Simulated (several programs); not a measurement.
A 12-atom cell of FeS2 (Pa-3) from a materials database, relaxed with r2SCAN in Ansatz, was computed with several methods. Space group Pa-3 (No. 205), cubic; a = 5.403 Å in the conventional setting, 13.14 Å³ an atom. Around Fe lie 6 S at 2.26 Å; around S lie 1 S at 2.15 Å and 3 Fe at 2.26 Å. (Simulation; spin polarisation is off.)

```
CELL_PARAMETERS angstrom
5.40301 0.00000 0.00000
0.00000 5.40301 0.00000
0.00000 0.00000 5.40301
ATOMIC_POSITIONS crystal
Fe 0.00000 0.50000 0.50000
Fe 0.50000 0.50000 0.00000
Fe 0.50000 0.00000 0.50000
Fe 0.00000 0.00000 0.00000
S 0.38499 0.11501 0.88499
S 0.11501 0.88499 0.38499
S 0.88499 0.38499 0.11501
S 0.61501 0.61501 0.61501
S 0.38499 0.38499 0.38499
S 0.11501 0.61501 0.88499
S 0.88499 0.11501 0.61501
S 0.61501 0.88499 0.11501
```

Gaps and times are for a single point on this cell; volume and bulk modulus come from each method's own relaxation or energy curve at fixed shape, which is too stiff where a cell has free coordinates or axes. Times are rough, from shared hosts (AMD EPYC 7R43 64-Core Processor; Arm Neoverse V1), and each method has its own mesh and cell size. A double dagger marks a value from a curve with shape and coordinates held. A star marks a curve whose lowest point is an end point. PM7 (MOPAC), GFN1-xTB (tblite), GFN2-xTB (tblite) treat a cluster of cells at its zone centre, which samples few k points: where these miss a band edge, the gap comes out too large for that reason alone. Gaps from k meshes are read at a limited set of points (mesh, symmetry points, PBE's band edges), so each method's own least gap may be somewhat smaller. xTB and the PM methods were fitted mostly to molecules, and can miss a solid's gap by electronvolts. Minimal bases can be far off for gaps. Times of the plane-wave ladder aren't listed, since it ran on unlike processors and cards. The open d shell was run without spin, which may not be the ground state of these methods, hybrids least of all. d marks a direct gap, i an indirect one (no mark: not told apart), a dash a value that wasn't computed or didn't pass its checks.

| method | kind | gap (eV) | own volume (Å³/atom) | bulk modulus (GPa) | atoms computed | processor time |
| --- | --- | --- | --- | --- | --- | --- |
| PBEsol | semilocal | – | 12.57 | – | 12 | – |
| light PBE (260 eV and a coarse mesh) | light plane-wave | 0.60 i | – | – | 12 | 2.8 s |
| GFN1-xTB (tblite) | tight binding | 0.69 | 12.80‡ | 135‡ | cluster | 10 s |
| GFN2-xTB (tblite) | tight binding | 1.05 | – | – | cluster | 17 s |
| LDA | semilocal | 0.56 i | 12.30 | – | 12 | – |
| PBE/SZV (CP2K) | small basis | 1.42 i | 14.67*‡ | 150*‡ | 12 | 23 s |
| PBE | semilocal | 0.61 i | 13.15 | 158‡ | 12 | – |
| r2SCAN | semilocal | 0.91 i | 13.14 | 159‡ | 12 | – |
| PBE/DZVP (CP2K) | small basis | 0.58 i | 13.23‡ | 159‡ | 12 | 110 s |
| PM7 (MOPAC) | semi-empirical | 5.12 | – | – | cluster | 3.8 min |
| DDH-PBE0 | hybrid | 1.02 i | – | – | 12 | – |
| PBE0 | hybrid | 2.96 d | – | – | 12 | – |
| HSE06 | hybrid | 2.23 d | – | – | 12 | – |
| r2SCAN0 | hybrid | 3.26 d | – | – | 12 | – |

Problem. How far from the measured values lie the methods that can be set against them?

Solution.
- Volume, measured 13.25 Å³ an atom: PBEsol -5.1 %, LDA -7.2 %, PBE -0.8 %, r2SCAN -0.8 %.
The calculations are for a static lattice; samples hold vibrations, temperature and, in optical gaps, excitons. A measured value is shown where most reports agree with it, and only for the quantities listed. Sources: 13.25 Å³ an atom (from the lattice constants; a; “Physico-thermal and geochemical behavior and alteration of the Au indicator gangue hydrothermal quartz at the Kubi Gold Ore Deposits”; minority phase in a natural mixed-phase quartz sample; value from peak indexing against reference data; 2024; arxiv:2410.07828).
